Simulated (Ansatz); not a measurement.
The system is HBr.

```
Br H
1.0
     0.00000    2.82000    3.03150
     2.77750    0.00000    3.03150
     2.77750    2.82000    0.00000
Br H
1 1
Direct
  0.50000 0.50000 0.50000
  0.00000 0.00000 0.00000
```

- Program: Ansatz 0.2.0
- Task: relaxation of cell and atoms
- Functional: PBEsol
- Dispersion: D4
- Potentials or basis: Ansatz PAW
- Cutoff: 420 eV (not typed: the program's choice for these potentials)
- k mesh: 8 × 8 × 8
- Occupations: fermi-dirac, width 0.05 eV
- Spin: no spin polarisation

At the start: volume 23.74 Å³/atom.

Where does the relaxation end?

It ends after 24 steps and the volume is 21.50 Å³/atom (-9.4 %); space group I4/mmm (No. 139, to 0.05 Å).

Step by step:
| step | energy change (eV) | largest force (eV/Å) | volume (Å³) |
| --- | --- | --- | --- |
| 1 | 0.0000 | 0.0000 | 47.49 |
| 2 | -0.3297 | 0.0000 | 42.12 |
| 3 | -0.6280 | 0.0000 | 37.72 |
| 4 | -0.8895 | 0.0000 | 34.17 |
| 5 | -1.1086 | 0.0000 | 31.40 |
| 6 | -1.2892 | 0.0000 | 29.43 |
| 7 | -1.4875 | 0.0000 | 28.18 |
| 8 | -1.7250 | 0.0000 | 27.19 |
| 9 | -1.9313 | 0.0000 | 27.18 |
| 10 | -2.0342 | 0.0000 | 29.06 |
| 11 | -2.1061 | 0.0000 | 31.34 |
| 12 | -2.1579 | 0.0000 | 33.50 |
| 13 | -2.1956 | 0.0000 | 35.50 |
| 14 | -2.2153 | 0.0000 | 37.87 |
| 15 | -2.2185 | 0.0000 | 39.29 |
| 16 | -2.2195 | 0.0000 | 39.81 |
| 17 | -2.2196 | 0.0000 | 39.88 |
| 18 | -2.2196 | 0.0000 | 39.92 |
| 19 | -2.2315 | 0.0000 | 39.92 |
| 20 | -2.2346 | 0.0000 | 41.30 |
| 21 | -2.2356 | 0.0000 | 42.62 |
| 22 | -2.2356 | 0.0000 | 42.81 |
| 23 | -2.2355 | 0.0000 | 43.01 |
| 24 | -2.2366 | 0.0000 | 43.01 |

Final structure:
```
Br H
1.0
     0.00000    3.58720    3.59094
     1.66935    0.00000    3.59094
     1.66935    3.58720    0.00000
Br H
1 1
Direct
  0.50000 0.50000 0.50000
  0.00000 0.00000 0.00000
```

Caveat: the plane-wave basis is chosen anew once the cell has moved, so the energies of steps on either side of that aren't comparable; the PAW data sets come from PBE, with cores solved anew for the run's functional, which leaves a small shift of forces and pressure.
